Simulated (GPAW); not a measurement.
# Ge (Fd-3m) in GPAW: a series of runs, part 2 of 2

GPAW 26.7.0.

## Step 3: Equation of state, PBEsol+D3(BJ)

File run.py:

```python
from ase import Atoms
from ase.calculators.mixing import SumCalculator
from ase.eos import EquationOfState
from ase.io import Trajectory
from ase.units import GPa
from dftd3.ase import DFTD3
from gpaw import GPAW, PW, setup_paths

setup_paths.insert(0, '.')

atoms = Atoms(['Ge', 'Ge'],
              cell=[[0.0, 2.82891, 2.82891],
                    [2.82891, 0.0, 2.82891],
                    [2.82891, 2.82891, 0.0]],
              scaled_positions=[[0.75, 0.75, 0.75],
                                [0.5, 0.5, 0.5]],
              pbc=True)

traj = Trajectory('eos.traj', 'w')
volumes, energies = [], []
for x in [0.94, 0.96, 0.98, 1.0, 1.02, 1.04, 1.06]:
    a = atoms.copy()
    a.set_cell(atoms.cell * x**(1 / 3), scale_atoms=True)
    calc = GPAW(mode=PW(600),
                xc='PBEsol',
                kpts={'size': (8, 8, 8), 'gamma': True},
                occupations={'name': 'fermi-dirac', 'width': 0.05},
                nbands=11,
                convergence={'density': 1e-05, 'energy': 1e-05},
                maxiter=150,
                txt=f'eos-{x:.2f}.txt')
    a.calc = SumCalculator([calc, DFTD3(method='pbesol', damping='d3bj')])
    energies.append(a.get_potential_energy())
    volumes.append(a.get_volume())
    p = -a.get_stress()[:3].mean() / GPa
    calc.write(f'eos-{x:.2f}.gpw')
    traj.write(a)
    print(f'{x:.2f} {volumes[-1]:10.4f} A^3 {energies[-1]:14.6f} eV {p:9.3f} GPa', flush=True)

v0, e0, B = EquationOfState(volumes, energies, eos='birchmurnaghan').fit()
print(f'V0 = {v0:.4f} A^3, E0 = {e0:.6f} eV, B0 = {B / GPa:.2f} GPa')
```

Potentials or basis: PAW data sets generated in the run's folder for this functional, pw.

The run is started by

```bash
$ gpaw-setup -f PBEsol Ge
$ OMP_NUM_THREADS=1 python run.py
```

Log:

```text
__  _  _
 | _ |_)|_||  |
 |__||  | ||/\| - 26.7.0

Input parameters:
  mode=PW(ecut=600.0),
  convergence={'density': 1e-05, 'energy': 1e-05},
  kpts=MonkhorstPack(size=(8, 8, 8), gamma=True),
  maxiter=150,
  nbands=11,
  occupations=Occupations(name='fermi-dirac', width=0.05),
  xc=XC(name='PBEsol')

Diagonalizing LCAO Hamiltonian
Converting LCAO to pw mode

           Ge

       Ge

Atoms  # Å, Bohr magnetons
|   | symbol |        x |        y |        z |    initial magnetic moments |
|---|--------|----------|----------|----------|-----------------------------|
| 0 |     Ge | 4.156741 | 4.156741 | 4.156741 | ( 0.0000,  0.0000,  0.0000) |
| 1 |     Ge | 2.771161 | 2.771161 | 2.771161 | ( 0.0000,  0.0000,  0.0000) |

Unit cell  # Å
| periodic |        x |        y |        z |  lengths |    angles |
|----------|----------|----------|----------|----------|-----------|
|      yes | 0.000000 | 2.771161 | 2.771161 | 3.919013 | 60.000000 |
|      yes | 2.771161 | 0.000000 | 2.771161 | 3.919013 | 60.000000 |
|      yes | 2.771161 | 2.771161 | 0.000000 | 3.919013 | 60.000000 |

Number of symmetries: 24
Symmetry operations  # r_c * U_cc + t_c -> r_c
|    | kind |            matrix            |
|----|------|------------------------------|
|  0 |  E   |  1, 0, 0,  0, 1, 0,  0, 0, 1 |
|  1 |  σ   |  1, 0, 0,  0, 0, 1,  0, 1, 0 |
|  2 |  σ   |  1, 0,-1,  0, 1,-1,  0, 0,-1 |
|  3 |  C3  |  1, 0,-1,  0, 0,-1,  0, 1,-1 |
|  4 |  C3  |  1,-1, 0,  0,-1, 1,  0,-1, 0 |
|  5 |  σ   |  1,-1, 0,  0,-1, 0,  0,-1, 1 |
|  6 |  σ   |  0, 1, 0,  1, 0, 0,  0, 0, 1 |
|  7 |  C3  |  0, 1, 0,  0, 0, 1,  1, 0, 0 |
|  8 |  C2  |  0, 1,-1,  1, 0,-1,  0, 0,-1 |
|  9 |  S4  |  0, 1,-1,  0, 0,-1,  1, 0,-1 |
| 10 |  C3  |  0, 0, 1,  1, 0, 0,  0, 1, 0 |
| 11 |  σ   |  0, 0, 1,  0, 1, 0,  1, 0, 0 |
| 12 |  S4  |  0, 0,-1,  1, 0,-1,  0, 1,-1 |
| 13 |  C3  |  0, 0,-1,  0, 1,-1,  1, 0,-1 |
| 14 |  S4  |  0,-1, 1,  1,-1, 0,  0,-1, 0 |
| 15 |  C2  |  0,-1, 1,  0,-1, 0,  1,-1, 0 |
| 16 |  C3  |  0,-1, 0,  1,-1, 0,  0,-1, 1 |
| 17 |  S4  |  0,-1, 0,  0,-1, 1,  1,-1, 0 |
| 18 |  S4  | -1, 1, 0, -1, 0, 1, -1, 0, 0 |
| 19 |  C3  | -1, 1, 0, -1, 0, 0, -1, 0, 1 |
| 20 |  C3  | -1, 0, 1, -1, 1, 0, -1, 0, 0 |
| 21 |  S4  | -1, 0, 1, -1, 0, 0, -1, 1, 0 |
| 22 |  σ   | -1, 0, 0, -1, 1, 0, -1, 0, 1 |
| 23 |  C2  | -1, 0, 0, -1, 0, 1, -1, 1, 0 |

BZ-sampling:
  Number of BZ points: 512
  Number of IBZ points: 29

  Monkhorst-Pack size: [8, 8, 8]
  Monkhorst-Pack shift: [0.0625, 0.0625, 0.0625]

K-points  # in reciprocal-cell coordinates
|     |                                coordinates |     weight |
|-----|--------------------------------------------|------------|
|   0 | (  0.00000000,   0.00000000,   0.00000000) | 0.00195312 |
|   1 | (  0.12500000,   0.12500000,   0.00000000) | 0.01171875 |
|   2 | (  0.12500000,   0.12500000,   0.12500000) | 0.01562500 |
|   3 | (  0.25000000,   0.12500000,   0.12500000) | 0.02343750 |
|   4 | (  0.25000000,   0.25000000,   0.00000000) | 0.01171875 |
|   5 | (  0.25000000,   0.25000000,   0.12500000) | 0.04687500 |
|   6 | (  0.25000000,   0.25000000,   0.25000000) | 0.01562500 |
|   7 | (  0.37500000,   0.25000000,  -0.37500000) | 0.04687500 |
|   8 | (  0.37500000,   0.25000000,   0.12500000) | 0.04687500 |
|   9 | (  0.37500000,   0.25000000,   0.25000000) | 0.04687500 |
| ... |                                            |            |
|  28 | (  0.50000000,   0.50000000,   0.50000000) | 0.00781250 |

Plane wave coefficients: 1433
Cutoff: 600.0 eV

Spin-components: 1 (collinear spins)
Bands:           11
Projectors:      10
Spin-degeneracy: 2
Datatype:        complex128

Parallelization:
  kpt:    1
  domain: 1
  band:   1

Density:
  Valence electrons: 8.0
  Components: 1
  Grid points: [24 24 24]
  Charge: 0.0  # |e|

Potential:
  Grid points: [24 24 24]

species:
  Ge:
    name:    Germanium
    Z:       32.0
    valence: 4
    core:    28
    charge:  0.0  # [|e|]
    compensation charges:
      type: gauss
      rc: 0.32  # [Å]
      lmax: 2
    cutoffs:
      filter: 1.77  # [Å]
      core: 3.42  # [Å]
    projectors
    | kind |    occ | energy [eV] | rcut [Å] |
    |------|--------|-------------|----------|
    |   4s |  2.000 |     -11.738 |    1.005 |
    |   4p |  2.000 |      -3.898 |    1.005 |
    |    s |        |      15.473 |    1.005 |
    |    p |        |      23.314 |    1.005 |
    |    d |        |       0.000 |    1.005 |

    Using partial waves for Ge as LCAO basis

Reference energy: -114111.519876  # eV

eigensolver:
  PPCG
  Converge bands: occupied
  niter=2

density mixing:
  MSR1-Mixer
  Pratt-step length: 0.05
  Maximum mixing coefficient: 0.75
  Old densities: 10
  SVD Regularization: 0.005
  Good broyden scale: 1.0
  Trust region scale: 1.0
  Backstep threshold: 4.0
  History deletion threshold: 6.0
  Fourier metric: weight=20.0, sigma=0.015

occupation numbers:
  Fermi-Dirac:
    width: 0.0500  # eV

poisson solver:
  ecut: 4800.0  # eV

xc functional:
  name: PBEsol with 2 nearest neighbor stencil

convergence criteria:
- Maximum integral of absolute [dens]ity change: 1e-05 electrons / valence electron
- Maximum [total energy] change in last 3 cyles: 1e-05 eV / valence electron
- Maximum integral of absolute [eigenst]ate change: 4e-08 eV^2 / valence electron
maximum number of iterations: 150

SCF iterations
|iter     | |      energy | eigst |  dens |
|---------|-|-------------|-------|-------|
|iter:   1| |   -9.863576 | -0.46 |       |
|iter:   2| |   -9.855100 | -2.72 | -0.90 |
|iter:   3| |   -9.784545 | -2.47 | -0.93 |
|iter:   4| |   -9.782661 | -3.40 | -1.56 |
|iter:   5| |   -9.782671 | -5.19 | -2.48 |
|iter:   6| |   -9.782673c| -6.62 | -3.31 |
|iter:   7| |   -9.782673c| -7.79c| -3.78 |
|iter:   8| |   -9.782673c| -8.37c| -4.98 |
|iter:   9| |   -9.782673c| -9.36c| -5.65c|

Converged in 9 steps
Energy contributions relative to reference atoms: (reference = -114111.519876)

Energy contributions:
  Kinetic:          33.269067
  Coulomb:         -29.301769
  Zero:             -0.002050
  External:          0.000000
  Xc:              -13.747786
  Entropy:          -0.000270
  Spinorbit:         0.000000
  ----------------------------
  Free energy:      -9.782808
  Extrapolated:     -9.782673

dipole moment: (3.741036, 3.741036, 3.741036)  # |e|*Ang

Fermi level: 6.682
Eigenvalues  # (at kpt = [0.000, 0.000, 0.000])
| band index |      eig [eV] | occ [0-2] |
|------------|---------------|-----------|
|          0 |        -6.736 |     2.000 |
|          1 |         6.534 |     1.903 |
|          2 |         6.534 |     1.903 |
|          3 |         6.534 |     1.903 |
|          4 |         7.162 |     0.000 |
|          5 |         9.093 |     0.000 |
|          6 |         9.093 |     0.000 |
|          7 |         9.093 |     0.000 |
|          8 |        12.936 |     0.000 |
|          9 |        16.070 |     0.000 |
|         10 |        16.072 |     0.000 |

Gap: 0.338 eV
Transition (v -> c):
  (s=0, k=0, n=3, [0.00, 0.00, 0.00]) -> (s=0, k=28, n=4, [0.50, 0.50, 0.50])
Direct/indirect transitions are different
Direct gap: 0.629 eV
Transition at: (s=0, k=0, n=3, [0.00, 0.00, 0.00])

Stress tensor  # eV/Ang^3
|         x |         y |         z |
|-----------|-----------|-----------|
| -0.038489 | -0.000000 |  0.000000 |
| -0.000000 | -0.038489 | -0.000000 |
|  0.000000 | -0.000000 | -0.038489 |

# Writing to eos-0.94.gpw (mode='')
```

stdout:

```text
0.94    42.5613 A^3     -10.362745 eV     4.042 GPa
0.96    43.4669 A^3     -10.380315 eV     2.178 GPa
0.98    44.3725 A^3     -10.387928 eV     0.531 GPa
1.00    45.2780 A^3     -10.386809 eV    -0.885 GPa
1.02    46.1836 A^3     -10.378373 eV    -2.125 GPa
1.04    47.0891 A^3     -10.363196 eV    -3.254 GPa
1.06    47.9947 A^3     -10.342007 eV    -4.245 GPa
V0 = 44.7110 A^3, E0 = -10.388490 eV, B0 = 71.78 GPa
```

Run time: 57 s. Hardware: 1 thread of Arm Neoverse V2, shared host; peak memory 0.24 GiB.

Results:

```yaml
Equilibrium_volume: 22.36 Å³/atom
Bulk_modulus: 72 GPa
Pressure_derivative_of_the_bulk_modulus: "5.3 (rough: it moves with the points fitted)"
```

Energy against volume, from the lowest point:
```csv
volume (Å³/atom),energy (meV/atom)
21.281,12.67
21.733,3.86
22.186,0.00
22.639,0.49
23.092,4.69
23.545,12.25
23.997,22.81
```

## Step 4: Band structure, PBE

File run.py:

```python
from ase.dft.bandgap import bandgap
from ase.io import write
from ase.spacegroup import crystal
from ase.units import GPa
from gpaw import GPAW, PW, setup_paths

setup_paths.insert(0, '.')

# Ge 8a
atoms = crystal(['Ge'],
                basis=[[0.25, 0.25, 0.25]],
                spacegroup=227, setting=1,  # Fd-3m
                cellpar=[5.65782, 5.65782, 5.65782, 90.0, 90.0, 90.0],
                primitive_cell=True)

calc = GPAW(mode=PW(600),
            xc='PBE',
            kpts={'size': (8, 8, 8), 'gamma': True},
            occupations={'name': 'fermi-dirac', 'width': 0.05},
            nbands=11,
            convergence={'density': 1e-05, 'energy': 1e-05},
            maxiter=150,
            txt='gpaw.txt')
atoms.calc = calc
energy = atoms.get_potential_energy()
forces = atoms.get_forces()
stress = atoms.get_stress()
calc.write('gs.gpw')
write('result.traj', atoms)
print(f'Energy: {energy:.6f} eV')
print('Forces (eV/A):')
print(forces.round(4))
print('Stress (GPa):', (stress / GPa).round(3))
print('Fermi level:', round(calc.get_fermi_level(), 4), 'eV')
print(f'Gap: {bandgap(calc)[0]:.4f} eV, direct: {bandgap(calc, direct=True)[0]:.4f} eV')

path = atoms.cell.bandpath('GXWKGLUWLK,UX', npoints=60, eps=1e-4)
bs_calc = calc.fixed_density(kpts=path, symmetry='off', nbands=21,
                             convergence={'bands': 'CBM+6.0', 'eigenstates': 1e-6}, txt='bands.txt')
bs = bs_calc.band_structure()
bs.write('bs.json')
print(f'Gap on the path: {bandgap(bs_calc)[0]:.4f} eV')
```

Potentials or basis: PAW data sets generated in the run's folder for this functional, pw.

The run is started by

```bash
$ gpaw-setup -f PBE Ge
$ OMP_NUM_THREADS=1 python run.py
```

gpaw.txt:

```text
__  _  _
 | _ |_)|_||  |
 |__||  | ||/\| - 26.7.0

Input parameters:
  mode=PW(ecut=600.0),
  convergence={'density': 1e-05, 'energy': 1e-05},
  kpts=MonkhorstPack(size=(8, 8, 8), gamma=True),
  maxiter=150,
  nbands=11,
  occupations=Occupations(name='fermi-dirac', width=0.05),
  xc=XC(name='PBE')

Diagonalizing LCAO Hamiltonian
Converting LCAO to pw mode

           Ge

       Ge

Atoms  # Å, Bohr magnetons
|   | symbol |        x |        y |        z |    initial magnetic moments |
|---|--------|----------|----------|----------|-----------------------------|
| 0 |     Ge | 1.414455 | 1.414455 | 1.414455 | ( 0.0000,  0.0000,  0.0000) |
| 1 |     Ge | 0.000000 | 0.000000 | 0.000000 | ( 0.0000,  0.0000,  0.0000) |

Unit cell  # Å
| periodic |        x |        y |        z |  lengths |    angles |
|----------|----------|----------|----------|----------|-----------|
|      yes | 0.000000 | 2.828910 | 2.828910 | 4.000683 | 60.000000 |
|      yes | 2.828910 | 0.000000 | 2.828910 | 4.000683 | 60.000000 |
[... 155 lines left out ...]
  Zero:              0.005492
  External:          0.000000
  Xc:              -11.818036
  Entropy:          -0.000673
  Spinorbit:         0.000000
  ----------------------------
  Free energy:      -8.994363
  Extrapolated:     -8.994026

dipole moment: (-21.687588, -21.687588, -21.687588)  # |e|*Ang

Fermi level: 6.044
Eigenvalues  # (at kpt = [0.000, 0.000, 0.000])
| band index |      eig [eV] | occ [0-2] |
|------------|---------------|-----------|
|          0 |        -6.778 |     2.000 |
|          1 |         5.979 |     1.569 |
|          2 |         5.979 |     1.569 |
|          3 |         5.979 |     1.569 |
|          4 |         6.069 |     0.749 |
|          5 |         8.538 |     0.000 |
|          6 |         8.538 |     0.000 |
|          7 |         8.538 |     0.000 |
|          8 |        12.428 |     0.000 |
|          9 |        15.366 |     0.000 |
|         10 |        15.376 |     0.000 |

Gap: 0.090 eV
Transition (v -> c):
  (s=0, k=0, n=3, [0.00, 0.00, 0.00]) -> (s=0, k=0, n=4, [0.00, 0.00, 0.00])
No difference between direct/indirect transitions

Forces  # eV/Ang
|        x |       y |        z |
|----------|---------|----------|
| -0.00000 | 0.00000 | -0.00000 |  # Ge   0
| -0.00000 | 0.00000 | -0.00000 |  # Ge   1

Stress tensor  # eV/Ang^3
|         x |         y |         z |
|-----------|-----------|-----------|
| -0.024333 | -0.000000 |  0.000000 |
| -0.000000 | -0.024333 |  0.000000 |
|  0.000000 |  0.000000 | -0.024333 |

# Writing to gs.gpw (mode='')
```

Run time: 22 s. Hardware: 1 thread of Arm Neoverse V2, shared host; peak memory 0.2 GiB.

What came out:

```
Free energy             : -8.9944 eV
Pressure                : 3.9 GPa
Band gap on the k mesh  : 0.09 eV, direct
Band gap along the path : 0.09 eV, direct
```

Levels at the corners of the path, in eV from the valence-band top:
```
point  band 2  band 3  band 4  band 5  band 6  band 7
    Γ    0.00    0.00    0.00    0.09    2.56    2.56
    X   -8.88   -3.07   -3.07    0.74    0.74    9.54
    W   -8.79   -3.91   -3.91    4.35    4.35    4.72
    K   -8.29   -4.34   -2.63    1.16    4.10    7.24
    Γ    0.00    0.00    0.00    0.09    2.56    2.56
    L   -7.59   -1.40   -1.40    0.20    3.75    3.75
    U   -8.29   -4.34   -2.63    1.16    4.10    7.24
    W   -8.79   -3.91   -3.91    4.35    4.35    4.72
    L   -7.59   -1.40   -1.40    0.20    3.75    3.75
    K   -8.29   -4.34   -2.63    1.16    4.10    7.24
    U   -8.29   -4.34   -2.63    1.16    4.10    7.24
    X   -8.88   -3.07   -3.07    0.74    0.74    9.54
```

## Step 5: Summary

```tsv
task	level	spin	band path	band points	spin axis theta (degrees)	spin axis phi (degrees)	soc after scf	pressure (GPa)
band structure	SOGGA	SOC, no magnetisation	GXWKGLUWLK,UX	80	0	0	second variation	0.8
equation of state	PBEsol+D3(BJ)	off	-	-	-	-	-	-
band structure	PBE	off	GXWKGLUWLK,UX	60	-	-	-	3.9
```

Alike in all rows: potentials or basis PAW data sets generated in the run's folder for this functional, pw; cell as given; k mesh 8 × 8 × 8; cutoff (eV) 600; smearing fermi-dirac 0.05 eV.

Caveats: spin-orbit coupling was added after a scalar SCF, so levels and gaps hold it while energy, forces, pressure and moments don't (some runs); this program's spin-orbit splittings come out too wide for heavy elements (some runs); this crystal is a semiconductor, whose small gap the functional closes, so the metal is an error of the method (some runs).

Absolute energies hang on the potentials; compare differences alone.

## Step 6: Against experiment

Step 2. Against the measured gap of Ge, 0.807 eV (direct; 300 K; “Electronic and optical properties of SixGe1-x-ySny alloys lattice-matched to Ge”, 2021, arxiv:2109.02782), the calculated 0.00 eV is off by -0.81 eV. 3 values of this kind are on record (0.666 to 0.807 eV); this one was drawn at random among those near their median. The value is that of SOGGA, without temperature or zero-point motion.

Step 3. A measured bulk modulus of Ge is 75.8 GPa (quoted in “Sub-monolayer structures of Ag overlayers on Ge(111): experimental observations and first-principles study”, 2019, arxiv:1908.00180); the calculated 72 GPa misses it by -5.4 %. The fit is for a static lattice scaled at fixed shape and fixed fractional positions. The cell as given is a measured one (22.64 Å³/atom); PBEsol+D3(BJ) puts the equilibrium volume -1.2 % from it, thermal expansion not counted.

Step 4. Against the measured gap of Ge, 0.807 eV (direct; 300 K; “Electronic and optical properties of SixGe1-x-ySny alloys lattice-matched to Ge”, 2021, arxiv:2109.02782), the calculated 0.09 eV is off by -0.72 eV. 3 values of this kind are on record (0.666 to 0.807 eV); this one was drawn at random among those near their median. Spin-orbit coupling on Ge is left out. The value is that of PBE, without temperature or zero-point motion. Semilocal functionals fall short of measured gaps as a rule.
